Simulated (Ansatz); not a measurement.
An elastic constant from a strain scan in HfC

These are results of DFT PBE, scalar-relativistic, plane waves, PAW in Ansatz, not measurements. Cutoff 420 eV, Γ-centred 18×18×18 k-points, Gaussian smearing of 0.15 eV. Spin–orbit coupling is left out, which can shift energies with elements as heavy as these. No spin polarisation. Energies are free energies at this smearing, counted from the undisturbed cell; pressure is positive in compression.

Reference structure (as given, not relaxed at this level; it stands at 0.2 GPa):

```
CELL_PARAMETERS angstrom
0.00000 2.32500 2.32500
2.32500 0.00000 2.32500
2.32500 2.32500 0.00000
ATOMIC_POSITIONS crystal
Hf 0.50000 0.50000 0.50000
C 0.00000 0.00000 0.00000
```

The cell is strained by ε times the Voigt pattern (0, 1, 0, 0, 0, 0) (xx, yy, zz, yz, xz, xy; engineering shear) with fractional coordinates fixed. The cell holds 2 atoms in V0 = 25.14 Å³. The stress column is τ = (1/V0) dE/dε, got from the stress tensor σ (compression positive) at each point as −det(1 + εP) σ : P(1 + εP)⁻¹, with P the pattern as a tensor.

| ε | ΔE (meV/atom) | τ (GPa) |
| --- | --- | --- |
| -0.1000 | 283.717 | -85.327 |
| -0.0750 | 145.969 | -56.151 |
| -0.0500 | 59.609 | -32.848 |
| -0.0250 | 13.869 | -14.535 |
| 0.0000 | 0.000 | -0.213 |
| 0.0250 | 10.815 | 10.720 |
| 0.0500 | 40.170 | 18.790 |
| 0.0750 | 83.008 | 24.560 |
| 0.0875 | 108.196 | 26.747 |
| 0.1000 | ? | ? |

Problem. Which combination of elastic constants does this scan measure, and how large is it?

Solution. For small ε, τ = τ0 + Kε with K = pᵀCp, which for this pattern is C11 in the cubic axes. The parabola through τ at ε = -0.0250, 0 and 0.0250 has slope K = 505 GPa at zero. The energies per cell, E = NΔE, of the same two points give K = 2[E(ε₊)/ε₊ − E(ε₋)/ε₋]/[(ε₊ − ε₋)V0] = 503 GPa, in agreement.

Problem. Predict the withheld row at ε = 0.1000 from the harmonic law, and compare.

Solution. ΔE = V0(τ0 ε + Kε²/2)/N = 196.441 meV/atom and τ = 50.30 GPa. The calculation gives 135.335 meV/atom and 28.54 GPa: the energy lies 31 % below the harmonic value, as bonds soften when stretched.

In a metal these slopes depend on the k mesh and the smearing.